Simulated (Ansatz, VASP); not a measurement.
# Cross-check of BP between VASP and Ansatz

Aim: how closely do two programs agree when they are given the same cell, functional and k mesh? The cell is taken from a series of VASP runs on this material, whose earlier steps may have relaxed, scaled or displaced it; both programs get it as it stands.

Calculated with Ansatz 0.2.0; plane waves, with VASP 6.6.1 beside it; band structure at PBE, band structure at LDA and dielectric response at LDA.

## (1) The starting structure

The structure is cubic, space group F-43m (No. 216). The conventional cell has a = 4.538 Å, b = 4.538 Å, c = 4.538 Å, α = 90.00°, β = 90.00°, γ = 90.00°. P has 4 B at 1.97 Å nearest. Nearest to B lie 4 P at 1.97 Å. Farther neighbours are not listed.

## (2) Ansatz: band structure, PBE

Ansatz runs on its default PAW (the set named soft_2) files.

The same path points are solved in both programs, so levels can be compared one by one.

input.yaml

```yaml
crystal:
  lattice:
    - [0.0, 2.269, 2.269]
    - [2.269, 0.0, 2.269]
    - [2.269, 2.269, 0.0]
  atoms:
    - { symbol: P, position: [0.75, 0.75, 0.75] }
    - { symbol: B, position: [0.0, 0.0, 0.0] }
hamiltonian:
  xc: pbe
  pseudopotentials: { kind: paw }
kpoints:
  mp_grid: { grid: [8, 8, 8] }
  band_path:
    path:
      - [0.0, 0.0, 0.0]
      - [0.16667, 0.0, 0.16667]
      - [0.33333, 0.0, 0.33333]
      - [0.38889, 0.0, 0.38889]
      - [0.5, 0.0, 0.5]
      - [0.5, 0.08333, 0.58333]
      - [0.5, 0.19444, 0.69444]
      - [0.5, 0.25, 0.75]
      - [0.45833, 0.29167, 0.75]
      - [0.40278, 0.34722, 0.75]
      - [0.375, 0.375, 0.75]
      - [0.20833, 0.20833, 0.41667]
      - [0.08333, 0.08333, 0.16667]
      - [0.0, 0.0, 0.0]
      - [0.22222, 0.22222, 0.22222]
      - [0.38889, 0.38889, 0.38889]
      - [0.51389, 0.47222, 0.51389]
      - [0.55556, 0.38889, 0.55556]
      - [0.61111, 0.27778, 0.61111]
      - [0.61111, 0.25, 0.63889]
      - [0.56944, 0.25, 0.68056]
      - [0.51389, 0.25, 0.73611]
      - [0.5, 0.27778, 0.72222]
      - [0.5, 0.38889, 0.61111]
      - [0.5, 0.47222, 0.52778]
      - [0.48611, 0.48611, 0.52778]
      - [0.43056, 0.43056, 0.63889]
      - [0.38889, 0.38889, 0.72222]
      - [0.59722, 0.19444, 0.59722]
      - [0.55556, 0.11111, 0.55556]
      - [0.5, 0.0, 0.5]
    npoints: 1
scf:
  occupations: { method: gaussian, width: 0.03 }
  n_extra_bands: 7
output:
  forces: true
  stress: true
  eigenvalues: true
```

Launch:

```sh
$ ansatz run input.yaml --threads 2 --pin off --max-ram 4608MiB --backend cpu --events-out ev --progress --plain --runs-dir out
```

Numbers of over 12 decimals in the logs are rounded to 6 here.

The program printed:

```text
scf.n_extra_bands = 7 over 4 filled bands (N_el = 8.0): the run solves 11 bands
Engine: ansatz 0.2.0, aarch64-unknown-linux-gnu
Pseudopotentials: kind: paw
Pseudopotential: P, paw, valence charge 5, recommended cutoff 420 eV (normal), P.paw.azcp
Pseudopotential: B, paw, valence charge 3, recommended cutoff 420 eV (normal), B.paw.azcp
Functional definition: PBE
  parameter kappa = 0.804
  parameter beta = 0.066725
  exchange = pbe_x(kappa = kappa, mu = beta*pi^2/3)
  correlation = pbe_c(beta = beta)
Crystal: 2 atoms, lattice volume = 23.363 Å³
Basis set: ecut = 420 eV, 459 PW (Γ), exchange–correlation on 48×48×48 points (8 copies of the dense FFT grid, shifted against one another)
Bands: 11, of which v1, the nominal top of the filled ones, is band 4 counted from 1 (3 counted from 0)
Symmetry: 24 space group operations
Space group: F-43m (ITA 216), of the structure as read, at distance tolerance 2.9e-5 Å
k-points: 29 of 512 (time reversal used)
Non-local potential: P, projectors of the file, l = 0: 2, l = 1: 2, l = 2: 2
Non-local potential: B, projectors of the file, l = 0: 2, l = 1: 2, l = 2: 1
PAW form: soft (Blöchl's): semilocal exchange-correlation on the pseudo side does not see the compensation charge
PAW one-centre angular grid: P, 110 points (default); XC on 64 Gauss nodes
PAW one-centre angular grid: B, 110 points (default); XC on 64 Gauss nodes
Initial density: superposition of atomic densities (neutral atoms: chi_scale 0, normalization atom), corrected by the library's trained network
Initial wavefunctions: pseudopotential atomic-orbital guess
Functional: x = pbe(κ = 0.804, μ = 0.219515), c = pbe(β = 0.066725)
SCF iter   1: F=—  HF=-912.444501 eV  |F-HF|=—  |Δ(HF+E_count)|=         —  Δρ=1.51e-3  dr2=4.60e-4  ethr=1.77e-3  ⟨swp⟩=6.3  Hψ=2588  notcnv=0  defer=2
preconditioner: auto → none  [insulator: Δε(μ)=1.269 eV  Ē_g=16.090 eV  σ=0.030 eV  W_gap=1.00  n_scr=0 (ndim 8)  ℏωp=21.7 eV  f_vac=0.000  D(μ)=0.00/eV (n_scr^D=0)  ε∞_Penn≈2.8]
SCF iter   2: F=—  HF=-912.444587 eV  |F-HF|=—  |Δ(HF+E_count)|=   8.53e-5  Δρ=8.44e-4  dr2=1.60e-4  ethr=5.75e-6  ⟨swp⟩=2.1  Hψ=696  notcnv=0  defer=30
SCF iter   3: F=—  HF=-912.444556 eV  |F-HF|=—  |Δ(HF+E_count)|=   3.01e-5  Δρ=4.04e-4  dr2=1.73e-5  ethr=2.00e-6  ⟨swp⟩=2.0  Hψ=342  notcnv=0  defer=30
SCF iter   4: F=—  HF=-912.444580 eV  |F-HF|=—  |Δ(HF+E_count)|=   2.32e-5  Δρ=1.35e-4  dr2=5.42e-6  ethr=2.16e-7  ⟨swp⟩=2.0  Hψ=365  notcnv=0  defer=30
SCF iter   5: F=—  HF=-912.444578 eV  |F-HF|=—  |Δ(HF+E_count)|=   1.43e-6  Δρ=4.01e-5  dr2=4.77e-7  ethr=6.78e-8  ⟨swp⟩=1.9  Hψ=331  notcnv=0  defer=30
SCF iter   6: F=-912.444578 eV  HF=-912.444578 eV  |F-HF|=2.74e-8  |Δ(HF+E_count)|=   1.28e-7  Δρ=1.13e-5  dr2=3.78e-8  ethr=1.25e-9  ⟨swp⟩=8.0  Hψ=1579  notcnv=0
SCF 1 converged in 6 iterations: F = -912.444578 eV  dr2 = 3.78e-8
  greatest PAW one-centre occupation: 0.774 electrons in one spin orbital (limit 2), on the P atom at site 0 (counted from 0), in its partial waves of l = 0
NSCF: frozen V_eff on 31 k-points
SCF converged after 6 iterations
Free energy (F): -912.444578 eV
Harris-Foulkes:  -912.444578 eV  (|F-HF|=2.74e-8)
Internal energy: -912.444578 eV  (E = F + TS)
E sigma→0 (E₀):  -912.444578 eV
Fermi energy:    9.901523 eV
--- Per-component energies (eV) ---
  E_band       = 22.188574
  E_kinetic    = 121.710771
  E_local      = -67.919628  (includes V_loc(G=0)·N_el)
  E_nonlocal   = 45.022482
  E_hartree    = 17.058183
  E_xc         = -94.861409
  E_vxc        = -100.534077  (∫ρ·V_xc dr)
  E_paw        = -647.963458  (= ΣΔE_a)
  E_vpaw       = -10.207587  (= ΣTr[D̂ρ^β])
  E_aug_tail   = 0.000001  (compensation charges beyond the density's cutoff)
  E_ewald      = -285.491518
  E_smearing   = -0.000000  (= −TS)
  E_closure    = -0.000000  (closes the sum)
  Σ components = -912.444578   (vs F -912.444578, Δ=0.00e0)
--- Forces (eV/Å), atoms counted from 1 ---
  atom   1  P      0.00000000     0.00000000     0.00000000
  atom   2  B     -0.00000000    -0.00000000    -0.00000000
  max |Σ_I F_I| component: 3.89e-16 eV/Å
--- Stress (GPa, compression-positive) ---
        1.147442      -0.000000      -0.000000
        0.000000       1.147442       0.000000
       -0.000000       0.000000       1.147442
  P = ⅓ Tr σ = 1.1474 GPa (11.474 kbar)
--- Band table (eV; the first three rows and the last of 29) ---
  k-point 0: bands = [-6.1919, 9.2652, 9.2652, 9.2652, 12.6688, 12.6688, 12.6688, 16.6369, ... 3 higher]
  k-point 1: bands = [-5.9110, 7.4129, 8.8379, 8.8379, 13.1988, 13.2587, 13.2587, 17.4245, ... 3 higher]
  k-point 2: bands = [-5.0870, 4.4218, 8.1494, 8.1494, 13.2631, 14.0257, 14.0257, 18.8717, ... 3 higher]
  k-point 28: bands = [-1.0642, 1.2080, 3.5939, 3.7982, 14.5902, 16.0233, 16.5012, 16.7072, ... 3 higher]
```

Elapsed: 1.6 s, on 2 threads of Arm Neoverse N1, shared host; peak memory 0.26 GiB; 2.6 s of CPU time.

Reading the cycles: dr2 is the Hartree energy of the density residual (eV), the measure of convergence; HF is the Harris–Foulkes estimate of the energy, which meets the free energy F at convergence.

## (3) VASP: band structure, PBE

The same cell, functional, mesh and smearing now go to VASP, with its own data sets and cutoff.

Lines of VASP's logs that name or quote its potential files are left out, and so is its time.

INCAR

```
SYSTEM = BP
PREC = Accurate
ENCUT = 370
EDIFF = 1E-06
NELM = 100
ISMEAR = 0
SIGMA = 0.03
LREAL = .FALSE.
ALGO = Normal
GGA = PE
NBANDS = 16
LORBIT = 11
LWAVE = .FALSE.
LCHARG = .FALSE.
KPAR = 4
LASPH = .TRUE.
```

POSCAR

```
BP
1.0
    0.0000000000      2.2690000000      2.2690000000
    2.2690000000      0.0000000000      2.2690000000
    2.2690000000      2.2690000000      0.0000000000
P B
1 1
Direct
    0.7500000000      0.7500000000      0.7500000000
    0.0000000000      0.0000000000      0.0000000000
```

KPOINTS

```
Automatic mesh
0
Gamma
8 8 8
0 0 0
```

KPOINTS_OPT

```
Line mode
10
Line-mode
Reciprocal
  0.00000000   0.00000000   0.00000000 GAMMA
  0.50000000   0.00000000   0.50000000 X

  0.50000000   0.00000000   0.50000000 X
  0.50000000   0.25000000   0.75000000 W

  0.50000000   0.25000000   0.75000000 W
  0.37500000   0.37500000   0.75000000 K

  0.37500000   0.37500000   0.75000000 K
  0.00000000   0.00000000   0.00000000 GAMMA

  0.00000000   0.00000000   0.00000000 GAMMA
  0.50000000   0.50000000   0.50000000 L

  0.50000000   0.50000000   0.50000000 L
  0.62500000   0.25000000   0.62500000 U

  0.62500000   0.25000000   0.62500000 U
  0.50000000   0.25000000   0.75000000 W

  0.50000000   0.25000000   0.75000000 W
  0.50000000   0.50000000   0.50000000 L

  0.50000000   0.50000000   0.50000000 L
  0.37500000   0.37500000   0.75000000 K

  0.62500000   0.25000000   0.62500000 U
  0.50000000   0.00000000   0.50000000 X
```

The projector-augmented-wave data sets are P and B (PBE family, release 64).

Launch:

```sh
$ mpirun -np 4 vasp_std
```

The program printed:

```text
[banner, memory and clock lines left out]
running    4 mpi-ranks, on    1 nodes
 distrk:  each k-point on    1 cores,    4 groups
 distr:  one band on    1 cores,    1 groups

 POSCAR found type information on POSCAR P B
 POSCAR found :  2 types and       2 ions
 LDA part: xc-table for (Slater+PW92), standard interpolation
 POSCAR, INCAR and KPOINTS ok, starting setup
 FFT: planning ... GRIDC
 FFT: planning ... GRID_SOFT
 FFT: planning ... GRID
 WAVECAR not read
 entering main loop
       N       E                     dE             d eps       ncg     rms          rms(c)
DAV:   1     0.548830794781E+01    0.54883E+01   -0.31532E+03   928   0.355E+02
DAV:   2    -0.132471402397E+02   -0.18735E+02   -0.18070E+02  1256   0.797E+01
DAV:   3    -0.136343573964E+02   -0.38722E+00   -0.38697E+00  1080   0.944E+00
DAV:   4    -0.136351028898E+02   -0.74549E-03   -0.74548E-03  1248   0.520E-01
DAV:   5    -0.136351049305E+02   -0.20408E-05   -0.20407E-05  1072   0.254E-02    0.721E+00
DAV:   6    -0.130263441372E+02    0.60876E+00   -0.12070E+00  1168   0.345E+00    0.378E+00
DAV:   7    -0.129344463527E+02    0.91898E-01   -0.19456E-01  1184   0.163E+00    0.139E+00
DAV:   8    -0.129269255870E+02    0.75208E-02   -0.20229E-02  1216   0.624E-01    0.186E-01
DAV:   9    -0.129273370099E+02   -0.41142E-03   -0.75657E-04  1032   0.134E-01    0.933E-02
DAV:  10    -0.129274196978E+02   -0.82688E-04   -0.12988E-04  1168   0.547E-02    0.267E-02
DAV:  11    -0.129274195022E+02    0.19560E-06   -0.22377E-06  1064   0.721E-03
   1 F= -.12927420E+02 E0= -.12927420E+02  d E =-.455759E-12
 Start KPOINTS_OPT (optional k-point list driver)
k-point batch [1-29\100]
       N       E                     dE             ncg
DAV:   1     0.716682167725E+03   -0.64118E+04      928
DAV:   2     0.195664601297E+03   -0.52102E+03     1256
DAV:   3     0.184174076148E+03   -0.11491E+02     1120
DAV:   4     0.184150668639E+03   -0.23408E-01     1248
DAV:   5     0.184150601906E+03   -0.66733E-04     1088
DAV:   6     0.184150601669E+03   -0.23674E-06     1152
[...]
k-point batch [88-100\100]
       N       E                     dE             ncg
DAV:   1     0.438109016093E+04   -0.36948E+04      424
DAV:   2     0.415072613863E+04   -0.23036E+03      528
DAV:   3     0.414623789769E+04   -0.44882E+01      552
DAV:   4     0.414622857368E+04   -0.93240E-02      496
DAV:   5     0.414622854650E+04   -0.27185E-04      568
DAV:   6     0.414622854639E+04   -0.10635E-06      488
```

Parts of OUTCAR (step 3):

```text
ion  position               nearest neighbor table
   1  0.750  0.750  0.750-   2 1.97   2 1.97   2 1.97   2 1.97
   2  0.000  0.000  0.000-   1 1.97   1 1.97   1 1.97   1 1.97

  LATTYP: Found a face centered cubic cell.
 ALAT       =     4.5380000000

 Subroutine GETGRP returns: Found 24 space group operations
 (whereof 24 operations were pure point group operations)

The static configuration has the point symmetry T_d .

 Found     29 irreducible k-points:

   k-points           NKPTS =     29   k-points in BZ     NKDIM =     29   number of bands    NBANDS=     16

   dimension x,y,z NGX =    20 NGY =   20 NGZ =   20
   dimension x,y,z NGXF=    40 NGYF=   40 NGZF=   40

   ENCUT  =  370.0 eV  27.19 Ry    5.21 a.u.   5.03  5.03  5.03*2*pi/ulx,y,z

   NELECT =       8.0000    total number of electrons

 k-points in reciprocal lattice and weights: Automatic mesh
   0.00000000  0.00000000  0.00000000       0.002
   0.12500000  0.00000000  0.00000000       0.016
   0.25000000  0.00000000  0.00000000       0.016
   0.37500000  0.00000000  0.00000000       0.016
   0.50000000  0.00000000  0.00000000       0.008
   0.12500000  0.12500000  0.00000000       0.012
   0.25000000  0.12500000  0.00000000       0.047
   0.37500000  0.12500000  0.00000000       0.047
   0.50000000  0.12500000  0.00000000       0.047
[...]
-0.37500000  0.50000000  0.12500000       0.023
  -0.25000000  0.50000000  0.25000000       0.012

 average (electrostatic) potential at core
       1 -81.2788       2 -24.7914

 E-fermi :   7.5657

 k-point     1 :       0.0000    0.0000    0.0000
  band No.  band energies     occupation
      1      -8.0273      2.00000
      2       7.4343      2.00000
      3       7.4343      2.00000
      4       7.4343      2.00000
      5      10.8347      0.00000
      6      10.8347      0.00000
      7      10.8347      0.00000
      8      14.8076      0.00000
      9      18.9440      0.00000
    ...

 k-point     2 :       0.1250    0.0000    0.0000
  band No.  band energies     occupation
      1      -7.7463      2.00000
      2       5.5787      2.00000
      3       7.0056      2.00000
      4       7.0056      2.00000
      5      11.3690      0.00000
      6      11.4267      0.00000
      7      11.4267      0.00000
      8      15.5949      0.00000
      9      18.6572      0.00000
    ...

 k-point     3 :       0.2500    0.0000    0.0000
  band No.  band energies     occupation
      1      -6.9219      2.00000
      2       2.5870      2.00000
      3       6.3165      2.00000
      4       6.3165      2.00000
      5      11.4357      0.00000
      6      12.1974      0.00000
      7      12.1974      0.00000
      8      17.0431      0.00000
      9      18.3985      0.00000
    ...

  Total        0.1268554      0.1268554      0.1268554      0.0000000     -0.0000000     -0.0000000
  in kB        8.6993318      8.6993318      8.6993318      0.0000000     -0.0000000     -0.0000000
  external PRESSURE =       8.6993318 kB  Pullay stress =       0.0000000 kB

  energy-cutoff  :      370.00
  volume of cell :       23.36
      direct lattice vectors                 reciprocal lattice vectors
     0.000000000  2.269000000  2.269000000    -0.220361393  0.220361393  0.220361393
     2.269000000  0.000000000  2.269000000     0.220361393 -0.220361393  0.220361393
     2.269000000  2.269000000  0.000000000     0.220361393  0.220361393 -0.220361393

 POSITION                                       TOTAL-FORCE (eV/Angst)
 -----------------------------------------------------------------------------------
      3.40350      3.40350      3.40350         0.000000      0.000000      0.000000
      0.00000      0.00000      0.00000        -0.000000     -0.000000     -0.000000
 -----------------------------------------------------------------------------------
    total drift:                               -0.000000     -0.000000     -0.000000

  FREE ENERGIE OF THE ION-ELECTRON SYSTEM (eV)
  ---------------------------------------------------
  free  energy   TOTEN  =       -12.9274195022 eV

  energy  without entropy=      -12.9274195022  energy(sigma->0) =      -12.92741950

 total charge
# of ion       s       p       d       tot
------------------------------------------
    1        0.992   1.577   0.000   2.569
    2        0.669   1.275   0.000   1.944
--------------------------------------------------
tot          1.661   2.852   0.000   4.513

[... 3 further parts left out ...]
```

The run ends at a pressure of 0.87 GPa.

## (4) Side by side

Known differences besides the potentials themselves: the cutoff is 420 eV in Ansatz and 370 eV in VASP. Total energies have different zeros and are not compared.

Both answers:

```csv
quantity,Ansatz,VASP,difference
pressure (GPa),1.15,0.87,+0.28
pressure without Ansatz's Pulay correction (GPa),1.02,0.87,+0.15
gap over the path points (eV),1.253,1.248,+0.005
```

Levels at points of the path, from each program's valence-band top (eV; 3 filled, then empty):

```csv
k (reciprocal lattice),Ansatz,VASP
0.000 0.000 0.000,0.00 0.00 0.00 3.40 3.40 3.40,0.00 0.00 0.00 3.40 3.40 3.40
0.167 0.000 0.167,-1.94 -1.73 -1.73 2.44 5.85 5.85,-1.94 -1.73 -1.73 2.44 5.86 5.86
0.333 0.000 0.333,-5.60 -3.49 -3.49 1.39 3.31 9.59,-5.60 -3.49 -3.49 1.38 3.31 9.61
0.389 0.000 0.389,-6.86 -3.83 -3.83 1.25 2.50 10.75,-6.86 -3.84 -3.84 1.25 2.50 10.79
0.500 0.000 0.500,-8.58 -4.11 -4.11 1.34 1.66 12.08,-8.58 -4.12 -4.12 1.33 1.66 12.12
0.500 0.083 0.583,-8.48 -4.54 -4.51 2.09 2.48 11.17,-8.48 -4.54 -4.51 2.09 2.48 11.21
0.500 0.194 0.694,-8.14 -5.49 -5.33 4.48 5.24 8.36,-8.14 -5.50 -5.34 4.48 5.25 8.39
0.500 0.250 0.750,-8.06 -5.67 -5.47 5.33 6.76 7.24,-8.06 -5.68 -5.47 5.34 6.77 7.25
0.458 0.292 0.750,-8.08 -5.93 -4.88 4.33 6.19 8.02,-8.08 -5.94 -4.88 4.34 6.20 8.04
0.403 0.347 0.750,-8.15 -6.19 -3.73 2.46 6.01 9.33,-8.15 -6.19 -3.73 2.46 6.03 9.36
```

Among the levels compared at these points, filled levels agree within 5 meV and empty ones within 46 meV. Ansatz's pressure holds a Pulay correction of 0.13 GPa; VASP's holds none.

## (5) VASP: band structure, LDA

Levels along a path test the potential and the projectors away from the mesh points. The cell compared in this pair holds 22.63 Å³, against 23.36 Å³ for the pair before.

INCAR, as its differences from that of step 3:

```diff
@@ -9,3 +9,3 @@
 ALGO = Normal
-GGA = PE
+GGA = CA
 NBANDS = 16
```

POSCAR

```
BP
1.0
    0.0000000000      2.2450185634      2.2450185634
    2.2450185634      0.0000000000      2.2450185634
    2.2450185634      2.2450185634      0.0000000000
P B
1 1
Direct
    0.7500000000      0.7500000000      0.7500000000
    0.0000000000      0.0000000000      0.0000000000
```

KPOINTS is that of step 3.

KPOINTS_OPT is that of step 3.

PAW data sets: P and B (LDA family, release 64).

Launch:

```sh
$ mpirun -np 4 vasp_std
```

The program printed:

```text
[banner, memory and clock lines left out]
running    4 mpi-ranks, on    1 nodes
[...]
LDA part: xc-table for (Slater(with rela. corr.)+CA(PZ))
 , standard interpolation
 POSCAR, INCAR and KPOINTS ok, starting setup
[...]
entering main loop
       N       E                     dE             d eps       ncg     rms          rms(c)
DAV:   1     0.373057505913E+01    0.37306E+01   -0.32144E+03   928   0.349E+02
DAV:   2    -0.149387445405E+02   -0.18669E+02   -0.18058E+02  1280   0.802E+01
DAV:   3    -0.152965470983E+02   -0.35780E+00   -0.35760E+00  1056   0.906E+00
DAV:   4    -0.152972430443E+02   -0.69595E-03   -0.69594E-03  1272   0.503E-01
[...]
DAV:   9    -0.143960322465E+02   -0.55985E-04   -0.85347E-04  1000   0.147E-01    0.105E-01
DAV:  10    -0.143960157825E+02    0.16464E-04   -0.82144E-05  1256   0.391E-02    0.221E-02
DAV:  11    -0.143960152846E+02    0.49790E-06   -0.13185E-06  1008   0.620E-03
   1 F= -.14396015E+02 E0= -.14396015E+02  d E =-.490909E-11
 Start KPOINTS_OPT (optional k-point list driver)
k-point batch [1-29\100]
       N       E                     dE             ncg
DAV:   1     0.799108434221E+03   -0.65967E+04      928
DAV:   2     0.256559102724E+03   -0.54255E+03     1240
DAV:   3     0.245782041990E+03   -0.10777E+02     1152
DAV:   4     0.245759700165E+03   -0.22342E-01     1224
DAV:   5     0.245759640235E+03   -0.59929E-04     1096
DAV:   6     0.245759640032E+03   -0.20320E-06     1136
[...]
k-point batch [88-100\100]
       N       E                     dE             ncg
DAV:   1     0.463572080296E+04   -0.38914E+04      416
DAV:   2     0.439928542242E+04   -0.23644E+03      544
DAV:   3     0.439463826361E+04   -0.46472E+01      560
DAV:   4     0.439462909805E+04   -0.91656E-02      496
DAV:   5     0.439462907416E+04   -0.23897E-04      576
DAV:   6     0.439462907407E+04   -0.84796E-07      480
```

Parts of OUTCAR (step 5):

```text
  Total       -0.0164360     -0.0164360     -0.0164360     -0.0000000     -0.0000000      0.0000000
  in kB       -1.1636370     -1.1636370     -1.1636370     -0.0000000     -0.0000000      0.0000000
  external PRESSURE =      -1.1636370 kB  Pullay stress =       0.0000000 kB

 POSITION                                       TOTAL-FORCE (eV/Angst)
 -----------------------------------------------------------------------------------
      3.36753      3.36753      3.36753         0.000000      0.000000      0.000000
      0.00000      0.00000      0.00000        -0.000000     -0.000000     -0.000000
 -----------------------------------------------------------------------------------
    total drift:                               -0.000000     -0.000000     -0.000000

  FREE ENERGIE OF THE ION-ELECTRON SYSTEM (eV)
  ---------------------------------------------------
  free  energy   TOTEN  =       -14.3960152846 eV

  energy  without entropy=      -14.3960152846  energy(sigma->0) =      -14.39601528

[... 1 part as in an earlier step ...]

[... 2 further parts left out ...]
[key lines of the parts left out:]
E-fermi :   7.9150
```

The run ends at a pressure of -0.12 GPa.

(Continued in part 2 of 2.)

[Lines on the potential files, build, host, timing and source positions are cut from VASP's logs without a mark.]

[Logs are printed without paths, hosts, clocks, repeated set-up lines and the standing remarks that a program may print on its own settings, such as how far it seeks lower states.]

[Hosts, paths, dates, database ids (printed as entryN), source tags and the programs' standing remarks are cut or masked in the printed files.]
